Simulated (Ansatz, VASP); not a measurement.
This is a calculation of Os for VASP 6.6.1.

Contents of INCAR:

```
PREC     = Accurate       # precision mode
ENCUT    = 520            # plane-wave cutoff, eV
EDIFF    = 1E-7           # SCF threshold, eV
ISMEAR   = 0              # smearing method
SIGMA    = 0.02           # smearing width, eV
LREAL    = False          # projectors in reciprocal space
LASPH    = True           # aspherical terms in the spheres
NELM     = 80             # most SCF steps
ALGO     = Normal         # electronic algorithm
ISIF     = 2              # what is computed and relaxed
LWAVE    = False          # write WAVECAR
LCHARG   = False          # write CHGCAR
GGA      = PS             # functional
NBANDS   = 10             # bands
```

Contents of KPOINTS:

```
Automatic mesh
0
Gamma
  12 12 12
```

File POSCAR:

```
Os
1.0
    0.0000000000      1.9450000000      1.9450000000
    1.9450000000      0.0000000000      1.9450000000
    1.9450000000      1.9450000000      0.0000000000
Os
1
Direct
    0.0000000000      0.0000000000      0.0000000000
```

Potentials or basis: VASP PAW PBE potentials, release 64 (Os).

Command:

```sh
$ cat potpaw_PBE.64/Os/POTCAR > POTCAR
$ mpirun -np 1 vasp_std > vasp.out
```

**Question.** Set up the same calculation for Ansatz 0.2.0. Potentials there: Ansatz PAW.

**Answer.** As run (the cutoff follows the program's own potentials):

The input input.yaml:

```yaml
crystal:
  lattice:
    - [0.0, 1.945, 1.945]
    - [1.945, 0.0, 1.945]
    - [1.945, 1.945, 0.0]
  atoms:
    - { symbol: Os, position: [0.0, 0.0, 0.0] }
hamiltonian:
  xc: pbesol
  pseudopotentials: { kind: paw }
kpoints:
  mp_grid: { grid: [12, 12, 12] }
scf:
  occupations: { method: gaussian, width: 0.02 }
output:
  forces: true
  stress: true
  eigenvalues: true
```

Potentials or basis: Ansatz PAW.

The run is started by

```sh
$ ansatz run input.yaml --threads 1 --pin off --max-ram 3584MiB --backend cpu --events-out ev --progress --plain --runs-dir out
```

Both were run:

|  | VASP | Ansatz | Ansatz less VASP |
| --- | --- | --- | --- |
| gap on the k mesh at the Fermi level (eV) | none | none | - |
| pressure (GPa) | -20.6 | -20.5 | +0.01 |

A gap of «none» marks a metal or a gap that the smearing closes. The functional is the same, so the differences come from potentials, cutoffs and numerics. The two sets of potentials don't hold the same shells in valence.

Caveats: so large a pressure means that the cell lies far from this level's equilibrium, or that cutoff or potentials fall short; the potentials were made for another functional, which shifts forces and pressure (VASP); the PAW data sets come from PBE, with cores solved anew for the run's functional, which leaves a small shift of forces and pressure (Ansatz). The runs have no spin-orbit coupling, so splittings on Os are missing.
